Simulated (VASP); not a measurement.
# KCl (Sylvite) (Fm-3m) in VASP: a series of runs, part 2 of 2

VASP 6.6.1. The steps go on from the part before.

## 3. Single point, r2SCAN

This run uses another cell than the first one, of 31.14 Å³/atom, 1.042 times its volume.

File POSCAR:

```
KCl
1.0
    0.0000000000      3.1460609678      3.1460609678
    3.1460609678      0.0000000000      3.1460609678
    3.1460609678      3.1460609678      0.0000000000
K Cl
1 1
Direct
    0.0000000000      0.0000000000      0.0000000000
    0.5000000000      0.5000000000      0.5000000000
```

File INCAR.step1:

```
SYSTEM = KCl
  PREC = Accurate
  ENCUT = 520
  ISMEAR = 0
  SIGMA = 0.05
  LREAL = .FALSE.
  LASPH = .TRUE.
  NELM = 80
  NBANDS = 15
  GGA = PE
  ALGO = Normal
  EDIFF = 1E-4
  LWAVE = .TRUE.
  LCHARG = .FALSE.
```

File INCAR.step2:

```
SYSTEM = KCl
  PREC = Accurate
  ENCUT = 520
  EDIFF = 1E-7
  ISMEAR = 0
  SIGMA = 0.05
  LREAL = .FALSE.
  LASPH = .TRUE.
  NELM = 80
  ALGO = Normal
  ISIF = 2
  LWAVE = .FALSE.
  LCHARG = .FALSE.
  METAGGA = R2SCAN
  LMIXTAU = .TRUE.
  NBANDS = 15
  ISTART = 1
```

File KPOINTS:

```
regular mesh
0
G
  6 6 6
  0 0 0
```

Potentials or basis: VASP PAW PBE potentials, release 64 (K_sv, Cl).

On the command line:

```
$ cat potpaw_PBE.64/K_sv/POTCAR potpaw_PBE.64/Cl/POTCAR > POTCAR
$ cp INCAR.step1 INCAR
$ mpirun -np 1 vasp_std > vasp.out
$ cp INCAR.step2 INCAR
$ mpirun -np 1 vasp_std > vasp.out
```

It took 2.7 min on 1 thread of AMD EPYC 7R43 (Zen 3), shared host; peak memory 0.19 GiB.

The run converged. Its results:

| Property | Result |
| --- | --- |
| Free energy | -16.5065 eV |
| Pressure | 0.0 GPa |
| Band gap on the k mesh | 5.83 eV, direct |

Levels at points of the mesh, in eV from the valence-band top:
```csv
k point,band 6,band 7,band 8,band 9,band 10,band 11
"(0.00, 0.00, 0.00)",0.00,0.00,0.00,5.83,9.03,9.03
"(0.50, 0.00, 0.00)",-1.05,-0.32,-0.32,8.13,9.24,11.32
"(0.50, 0.50, 0.00)",-0.67,-0.23,-0.23,7.03,9.22,10.70
```

Caveat: the PAW data sets were made with another functional, which shifts forces and pressure a little.

## 4. Single point, r2SCAN (volume scaled by 1.040)

File POSCAR:

```
KCl
1.0
    0.0000000000      3.1874612545      3.1874612545
    3.1874612545      0.0000000000      3.1874612545
    3.1874612545      3.1874612545      0.0000000000
K Cl
1 1
Direct
    0.0000000000      0.0000000000      0.0000000000
    0.5000000000      0.5000000000      0.5000000000
```

File INCAR.step1:

```
SYSTEM = KCl
ALGO = Normal
EDIFF = 1E-4
ENCUT = 520
GGA = PE
ISMEAR = 0
LASPH = .True.
LCHARG = .False.
LREAL = .False.
LWAVE = .True.
NBANDS = 15
NELM = 80
PREC = Accurate
SIGMA = 0.05
```

File INCAR.step2:

```
SYSTEM = KCl
ALGO = Normal
EDIFF = 1E-6
ENCUT = 520
ISIF = 2
ISMEAR = 0
ISTART = 1
LASPH = .True.
LCHARG = .False.
LMIXTAU = .True.
LREAL = .False.
LWAVE = .False.
METAGGA = R2SCAN
NBANDS = 15
NELM = 80
PREC = Accurate
SIGMA = 0.05
```

File KPOINTS:

```
k-points
0
Gamma
  6 6 6
  0 0 0
```

Potentials or basis: VASP PAW PBE potentials, release 64 (K_sv, Cl).

On the command line:

```
$ cat potpaw_PBE.64/K_sv/POTCAR potpaw_PBE.64/Cl/POTCAR > POTCAR
$ cp INCAR.step1 INCAR
$ mpirun -np 1 vasp_std > vasp.out
$ cp INCAR.step2 INCAR
$ mpirun -np 1 vasp_std > vasp.out
```

OUTCAR:

```text
SYSTEM = KCl
   EDIFF = 1E-6
   ENCUT = 520
   ISIF = 2
   ISMEAR = 0
   ISTART = 1
   LASPH = .True.
   LREAL = .False.
   METAGGA = R2SCAN
   NELM = 80
   PREC = Accurate

 ion  position               nearest neighbor table
   1  0.000  0.000  0.000-   2 3.19   2 3.19   2 3.19   2 3.19   2 3.19   2 3.19
   2  0.500  0.500  0.500-   1 3.19   1 3.19   1 3.19   1 3.19   1 3.19   1 3.19

  LATTYP: Found a face centered cubic cell.
 ALAT       =     6.3749225090

  Lattice vectors:

[... 466 lines left out ...]

  FORCE on cell =-STRESS in cart. coord.  units (eV):
  Direction    XX          YY          ZZ          XY          YZ          ZX
  --------------------------------------------------------------------------------------
  -------------------------------------------------------------------------------------
  Total       -0.2862051     -0.2862051     -0.2862051      0.0000000     -0.0000000      0.0000000
  in kB       -7.0798351     -7.0798351     -7.0798351      0.0000000     -0.0000000      0.0000000
  external PRESSURE =      -7.0798351 kB  Pullay stress =       0.0000000 kB

 VOLUME and BASIS-vectors are now :
 -----------------------------------------------------------------------------
  energy-cutoff  :      520.00
  volume of cell :       64.77
      direct lattice vectors                 reciprocal lattice vectors
     0.000000000  3.187461255  3.187461255    -0.156864652  0.156864652  0.156864652
     3.187461255  0.000000000  3.187461255     0.156864652 -0.156864652  0.156864652
     3.187461255  3.187461255  0.000000000     0.156864652  0.156864652 -0.156864652

 POSITION                                       TOTAL-FORCE (eV/Angst)
 -----------------------------------------------------------------------------------
      0.00000      0.00000      0.00000         0.000000      0.000000     -0.000000
      3.18746      3.18746      3.18746         0.000000      0.000000      0.000000
 -----------------------------------------------------------------------------------
    total drift:                                0.000000      0.000000      0.000000

  FREE ENERGIE OF THE ION-ELECTRON SYSTEM (eV)
  ---------------------------------------------------
  free  energy   TOTEN  =       -16.5015893929 eV

  energy  without entropy=      -16.5015893929  energy(sigma->0) =      -16.50158939
```

OUTCAR.step1:

```text
SYSTEM = KCl
   EDIFF = 1E-4
   ENCUT = 520
   GGA = PE
   ISMEAR = 0
   LASPH = .True.
   LREAL = .False.
[... 498 lines left out ...]
      0.00000      0.00000      0.00000        -0.000000     -0.000000     -0.000000
      3.18746      3.18746      3.18746         0.000000      0.000000      0.000000
 -----------------------------------------------------------------------------------
    total drift:                                0.000000      0.000000      0.000000

  FREE ENERGIE OF THE ION-ELECTRON SYSTEM (eV)
  ---------------------------------------------------
  free  energy   TOTEN  =        -6.8108479113 eV

  energy  without entropy=       -6.8108479113  energy(sigma->0) =       -6.81084791
```

It took 2.4 min on 1 thread of AMD EPYC 7R43 (Zen 3), shared host; peak memory 0.18 GiB.

What came out:

```
Free energy            : -16.5016 eV
Pressure               : -0.7 GPa
Band gap on the k mesh : 5.70 eV, direct
```

Caveat: the cell differs from its parent crystal (volume scaled by 1.040); the PAW data sets were made with another functional, which shifts forces and pressure a little.

## 5. Overview

```tsv
cell	gap on the mesh (eV)	pressure (GPa)
a = 4.389 Å, angles 60.0°, 2 atoms	5.98	0.9
a = 4.449 Å, angles 60.0°, 2 atoms	5.83	0.0
a = 4.508 Å, angles 60.0°, 2 atoms	5.70	-0.7
```

Alike in all rows: task single point; level r2SCAN; potentials or basis VASP PAW PBE potentials, release 64 (K_sv, Cl); no spin polarisation; k mesh 6 × 6 × 6; cutoff (eV) 520; smearing gaussian 0.05 eV.

Caveats: the PAW data sets were made with another functional, which shifts forces and pressure a little.

Total energies depend on the potentials used, so only differences within one code and one set of settings carry meaning.

## 6. Against experiment

Step 3. Against the measured gap of KCl, 8.68 eV (a printed reference work, monograph), the calculated 5.83 eV is off by -2.85 eV. The value is that of r2SCAN, without temperature or zero-point motion.
